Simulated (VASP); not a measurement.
# CdF2 in VASP: one cell, several levels of theory, part 2 of 2

VASP 6.6.1, plane waves, PAW.

## 3. Single point with r2SCAN

Input file INCAR:

```
ENCUT = 520.000000
SIGMA = 0.010000
EDIFF = 1.00e-07
ALGO = Normal
METAGGA = R2SCAN
PREC = Accurate
IBRION = -1
ISIF = 2
ISMEAR = 0
NBANDS = 20
NELM = 120
NSW = 0
LASPH = .TRUE.
LCHARG = .FALSE.
LWAVE = .FALSE.
LREAL = .FALSE.
```

Input file KPOINTS:

```
KPOINTS created by Atomic Simulation Environment
0
Gamma
8 8 8
0 0 0
```

Input file KPOINTS_OPT:

```
special points
7
Reciprocal
0.0000000000 0.0000000000 0.0000000000 1
0.5000000000 0.0000000000 0.5000000000 1
0.6250000000 0.2500000000 0.6250000000 1
0.3750000000 0.3750000000 0.7500000000 1
0.5000000000 0.5000000000 0.5000000000 1
0.5000000000 0.2500000000 0.7500000000 1
0.2552080000 -0.5000000000 -0.2447920000 1
```

Input file POSCAR:

```
Cd F
 1.0000000000000000
     0.0000000000000000    2.6941776810000002    2.6941776810000002
     2.6807067926000001    0.0000000000000000    2.6941776810000002
     2.6807067926000001    2.6941776810000002    0.0000000000000000
 Cd  F
   1   2
Cartesian
  0.0000000000000000  0.0000000000000000  0.0000000000000000
  1.3403533963000001  1.3470888405000001  1.3470888405000001
  4.0210601888999999  4.0412665215000008  4.0412665215000008
```

Run with:

```
mpirun -np 1 vasp_std
```

Standard output, without the iteration lines:

```text
POSCAR found type information on POSCAR CdF
 POSCAR found :  2 types and       3 ions
 -----------------------------------------------------------------------------
|                                                                             |
|                                                                             |
|     You enforced a specific xc type in the INCAR file but a different       |
|     I HOPE YOU KNOW WHAT YOU ARE DOING!                                     |
|                                                                             |
 -----------------------------------------------------------------------------

 LDA part: xc-table for (None), standard interpolation
 POSCAR, INCAR and KPOINTS ok, starting setup
 FFT: planning ... GRIDC
 FFT: planning ... GRID_SOFT
 FFT: planning ... GRID
 WAVECAR not read
 entering main loop
 Start KPOINTS_OPT (optional k-point list driver)
k-point batch [1-7\7]
```

OSZICAR:

```text
N       E                     dE             d eps       ncg     rms          rms(c)
DAV:   1     0.165342785938E+03    0.16534E+03   -0.15861E+04  2512   0.134E+03
DAV:   2    -0.347833221025E+02   -0.20013E+03   -0.19265E+03  2592   0.347E+02
DAV:   3    -0.430948792069E+02   -0.83116E+01   -0.82901E+01  2692   0.772E+01
DAV:   4    -0.431270186273E+02   -0.32139E-01   -0.32138E-01  2572   0.497E+00
DAV:   5    -0.431271254648E+02   -0.10684E-03   -0.10684E-03  2672   0.266E-01    0.874E+00
DAV:   6    -0.336741241142E+02    0.94530E+01   -0.38325E+00  2484   0.421E+01    0.953E+00
DAV:   7    -0.336914772743E+02   -0.17353E-01   -0.14092E+00  2496   0.104E+01    0.506E+00
DAV:   8    -0.337222946975E+02   -0.30817E-01   -0.15964E-01  2592   0.560E+00    0.173E+00
DAV:   9    -0.337160526302E+02    0.62421E-02   -0.60141E-02  2400   0.249E+00    0.233E-01
DAV:  10    -0.337172347031E+02   -0.11821E-02   -0.73570E-03  2596   0.796E-01    0.293E-01
DAV:  11    -0.337171983879E+02    0.36315E-04   -0.24198E-03  2448   0.456E-01    0.138E-01
DAV:  12    -0.337171391282E+02    0.59260E-04   -0.12947E-04  2552   0.194E-01    0.397E-02
DAV:  13    -0.337171242767E+02    0.14851E-04   -0.26383E-05  2660   0.554E-02    0.192E-02
DAV:  14    -0.337171198995E+02    0.43772E-05   -0.45297E-05  2524   0.621E-02    0.159E-02
DAV:  15    -0.337171186026E+02    0.12969E-05   -0.14641E-06  2520   0.108E-02    0.745E-03
DAV:  16    -0.337171182418E+02    0.36077E-06   -0.97779E-07  2500   0.901E-03    0.636E-04
DAV:  17    -0.337171182874E+02   -0.45575E-07   -0.40565E-08  1348   0.183E-03
   1 F= -.33717118E+02 E0= -.33717118E+02  d E =-.158342E-80
       N       E                     dE             ncg
DAV:   1     0.257157679660E+04   -0.60230E+04      288
DAV:   2     0.119520682632E+04   -0.13764E+04      312
DAV:   3     0.113706405769E+04   -0.58143E+02      312
DAV:   4     0.113684628102E+04   -0.21778E+00      292
DAV:   5     0.113684557947E+04   -0.70155E-03      320
DAV:   6     0.113684557606E+04   -0.34117E-05      292
DAV:   7     0.113684557604E+04   -0.18374E-07      220
```

From OUTCAR:

```text
k-points           NKPTS =     59   k-points in BZ     NKDIM =     59   number of bands    NBANDS=     20

   NELECT =      26.0000    total number of electrons

   dimension x,y,z NGX =    28 NGY =   28 NGZ =   28
   dimension x,y,z NGXF=    56 NGYF=   56 NGZF=   56

  energy-cutoff  :      520.00
  volume of cell :       38.92
      direct lattice vectors                 reciprocal lattice vectors
     0.000000000  2.694177681  2.694177681    -0.186517974  0.185585384  0.185585384
     2.680706793  0.000000000  2.694177681     0.186517974 -0.185585384  0.185585384
     2.680706793  2.694177681  0.000000000     0.186517974  0.185585384 -0.185585384

 k-points in reciprocal lattice and weights: KPOINTS created by Atomic Simulation Env
   0.00000000  0.00000000  0.00000000       0.002
   0.12500000 -0.00000000 -0.00000000       0.016
   0.25000000 -0.00000000 -0.00000000       0.016
   0.37500000  0.00000000  0.00000000       0.016
   0.50000000 -0.00000000 -0.00000000       0.008
   0.12500000  0.12500000  0.00000000       0.008
   0.25000000  0.12500000 -0.00000000       0.031
   0.37500000  0.12500000  0.00000000       0.031
[... 51 more k-points ...]

 E-fermi :  -1.6968

 k-point     1 :       0.0000    0.0000    0.0000
  band No.  band energies     occupation
      1     -23.7981      2.00000
      2     -22.7189      2.00000
      3      -7.4771      2.00000
      4      -7.4771      2.00000
      5      -7.4745      2.00000
      6      -6.2166      2.00000
      7      -6.2148      2.00000
      8      -2.8480      2.00000
      9      -2.8480      2.00000
     10      -2.8046      2.00000
     11      -2.3389      2.00000
     12      -2.3231      2.00000
     13      -2.3231      2.00000
     14       1.9360      0.00000
     15      11.7930      0.00000
     16      11.8072      0.00000
     17      11.8072      0.00000
     18      16.1354      0.00000
     19      19.0060      0.00000
     20      19.1285      0.00000

 k-point     2 :       0.1250   -0.0000   -0.0000
  band No.  band energies     occupation
      1     -23.7498      2.00000
      2     -22.7615      2.00000
      3      -7.4166      2.00000
      4      -7.4143      2.00000
      5      -7.3058      2.00000
      6      -6.2355      2.00000
      7      -6.2340      2.00000
      8      -3.2830      2.00000
      9      -2.9477      2.00000
     10      -2.9238      2.00000
     11      -2.4316      2.00000
     12      -2.3211      2.00000
     13      -2.3161      2.00000
     14       2.4993      0.00000
     15      10.9762      0.00000
     16      12.0460      0.00000
     17      12.0518      0.00000
     18      17.2881      0.00000
     19      18.5957      0.00000
     20      18.7094      0.00000

 k-point     3 :       0.2500   -0.0000   -0.0000
  band No.  band energies     occupation
      1     -23.6195      2.00000
      2     -22.8795      2.00000
      3      -7.2770      2.00000
      4      -7.2728      2.00000
      5      -6.8471      2.00000
      6      -6.2514      2.00000
      7      -6.2513      2.00000
      8      -3.9937      2.00000
      9      -3.2246      2.00000
     10      -3.2092      2.00000
     11      -2.9444      2.00000
     12      -2.2850      2.00000
     13      -2.2846      2.00000
     14       3.8121      0.00000
     15       9.6980      0.00000
     16      12.6920      0.00000
     17      12.6978      0.00000
     18      17.8905      0.00000
     19      17.9858      0.00000
     20      18.4664      0.00000

 k-point     4 :       0.3750    0.0000    0.0000
  band No.  band energies     occupation
      1     -23.4390      2.00000
      2     -23.0444      2.00000
      3      -7.1620      2.00000
      4      -7.1552      2.00000
      5      -6.2681      2.00000
      6      -6.2005      2.00000
      7      -6.1981      2.00000
      8      -4.4779      2.00000
      9      -3.6700      2.00000
     10      -3.5516      2.00000
     11      -3.5391      2.00000
     12      -2.2470      2.00000
     13      -2.2448      2.00000
     14       5.2962      0.00000
     15       8.5748      0.00000
     16      13.4342      0.00000
     17      13.4599      0.00000
     18      17.3492      0.00000
     19      17.4204      0.00000
     20      18.0778      0.00000

 k-point     5 :       0.5000   -0.0000   -0.0000
  band No.  band energies     occupation
      1     -23.2733      2.00000
      2     -23.2033      2.00000
      3      -7.1271      2.00000
      4      -7.1192      2.00000
      5      -6.1480      2.00000
      6      -6.1441      2.00000
      7      -5.9545      2.00000
      8      -4.5570      2.00000
      9      -4.1386      2.00000
     10      -3.7063      2.00000
     11      -3.6945      2.00000
     12      -2.2306      2.00000
     13      -2.2284      2.00000
     14       6.1926      0.00000
     15       7.8798      0.00000
     16      13.7889      0.00000
     17      13.8282      0.00000
     18      17.1362      0.00000
     19      17.1924      0.00000
     20      17.7214      0.00000

 k-point     6 :       0.1250    0.1250    0.0000
  band No.  band energies     occupation
      1     -23.7357      2.00000
      2     -22.7733      2.00000
      3      -7.3868      2.00000
      4      -7.3861      2.00000
      5      -7.2617      2.00000
      6      -6.3000      2.00000
      7      -6.1991      2.00000
      8      -3.3826      2.00000
      9      -3.0758      2.00000
     10      -3.0396      2.00000
     11      -2.3262      2.00000
     12      -2.3029      2.00000
     13      -2.2828      2.00000
     14       2.6472      0.00000
     15      10.8339      0.00000
     16      12.0753      0.00000
     17      12.0956      0.00000
     18      17.0662      0.00000
     19      18.4845      0.00000
     20      19.2633      0.00000

 k-point     7 :       0.2500    0.1250   -0.0000
  band No.  band energies     occupation
      1     -23.6370      2.00000
      2     -22.8605      2.00000
      3      -7.2580      2.00000
      4      -7.2577      2.00000
      5      -6.9147      2.00000
      6      -6.3872      2.00000
      7      -6.1888      2.00000
      8      -3.9869      2.00000
      9      -3.3635      2.00000
     10      -3.3192      2.00000
     11      -2.4640      2.00000
     12      -2.3217      2.00000
     13      -2.2358      2.00000
     14       3.6478      0.00000
     15       9.9260      0.00000
     16      12.4929      0.00000
     17      12.5331      0.00000
     18      16.3111      0.00000
     19      19.0083      0.00000
     20      19.7211      0.00000

 k-point     8 :       0.3750    0.1250    0.0000
  band No.  band energies     occupation
      1     -23.4807      2.00000
      2     -23.0002      2.00000
      3      -7.1229      2.00000
      4      -7.1198      2.00000
      5      -6.4121      2.00000
      6      -6.3714      2.00000
      7      -6.1579      2.00000
      8      -4.5561      2.00000
      9      -3.7143      2.00000
     10      -3.6885      2.00000
     11      -2.9261      2.00000
     12      -2.2973      2.00000
     13      -2.1913      2.00000
     14       5.0427      0.00000
     15       8.9866      0.00000
     16      12.9584      0.00000
     17      13.1806      0.00000
     18      15.5444      0.00000
     19      18.3917      0.00000
     20      19.9289      0.00000

 k-point     9 :       0.5000    0.1250    0.0000
  band No.  band energies     occupation
      1     -23.3045      2.00000
      2     -23.1651      2.00000
      3      -7.0801      2.00000
      4      -7.0471      2.00000
      5      -6.2422      2.00000
      6      -6.1547      2.00000
      7      -6.0186      2.00000
      8      -4.8275      2.00000
      9      -4.0366      2.00000
     10      -3.8291      2.00000
     11      -3.3685      2.00000
     12      -2.2592      2.00000
     13      -2.1873      2.00000
     14       6.2174      0.00000
     15       8.2022      0.00000
     16      13.0896      0.00000
     17      13.7301      0.00000
     18      15.3191      0.00000
     19      17.7064      0.00000
     20      19.7733      0.00000

 k-point    10 :      -0.3750    0.1250    0.0000
  band No.  band energies     occupation
      1     -23.3567      2.00000
      2     -23.1160      2.00000
      3      -7.1075      2.00000
      4      -7.0478      2.00000
      5      -6.2629      2.00000
      6      -6.1741      2.00000
      7      -6.0903      2.00000
      8      -4.8070      2.00000
      9      -3.8824      2.00000
     10      -3.6527      2.00000
     11      -3.4733      2.00000
     12      -2.2375      2.00000
     13      -2.2227      2.00000
     14       5.9093      0.00000
     15       8.4433      0.00000
     16      12.8289      0.00000
     17      13.8000      0.00000
     18      15.8761      0.00000
     19      17.1572      0.00000
     20      19.8751      0.00000

[... the tables of k-points 11 to 59 left out ...]

  Total        0.4815546      0.3412613      0.3412613      0.0000000      0.0000000     -0.0000000
  in kB       19.8255103     14.0496618     14.0496618      0.0000000      0.0000000     -0.0000000
  external PRESSURE =      15.9749447 kB  Pullay stress =       0.0000000 kB

 POSITION                                       TOTAL-FORCE (eV/Angst)
 -----------------------------------------------------------------------------------
      0.00000      0.00000      0.00000         0.000000      0.000000     -0.000000
      1.34035      1.34709      1.34709        -0.000000     -0.000000     -0.000000
      4.02106      4.04127      4.04127         0.000000      0.000000      0.000000
 -----------------------------------------------------------------------------------
    total drift:                                0.000000      0.000000      0.000000

  FREE ENERGIE OF THE ION-ELECTRON SYSTEM (eV)
  ---------------------------------------------------
  free  energy   TOTEN  =       -33.7171182874 eV

  energy  without entropy=      -33.7171182874  energy(sigma->0) =      -33.71711829
```

Hardware: 1 MPI rank of Intel Xeon Platinum 8488C, shared host.

The levels at the points of KPOINTS_OPT are read from vasprun.xml.

Levels at the named points, in eV from the top of band v (v: the last filled band by count, c: the next):

```csv
point,v−1,v,c,c+1
Γ,-0.49,-0.49,3.77,13.62
X,-0.10,-0.08,8.92,10.58
U,-0.36,-0.20,8.87,11.58
K,-0.36,-0.20,8.87,11.58
L,-0.40,-0.40,8.02,9.71
W,-0.63,-0.01,8.99,11.86
```

Gap with r2SCAN: 3.77 eV, valence top at (0.26, -0.50, -0.24), conduction bottom at Γ. Least direct gap: 4.26 eV. Pressure: 1.60 GPa; the forces vanish within 0.01 eV/Å.

## 4. Results

The summary covers parts 1 to 2.

```
 level  gap (eV)  pressure (GPa)  Ansatz: gap (eV)  Ansatz: pressure (GPa)
   PBE      3.08            6.79              3.12                    6.03
r2SCAN      3.77            1.60              3.81                    0.58
```

In words: The gap spans 3.08 eV (PBE) to 3.77 eV (r2SCAN). At this one volume the pressure spans 1.6 GPa (r2SCAN) to 6.8 GPa (PBE): PBE wants the largest cell and r2SCAN the smallest. The two programs agree on the gap within 0.05 eV, far less than the spread between functionals. The two codes have different PAW datasets and cutoffs. VASP's cell holds 26 valence electrons and Ansatz's 34.
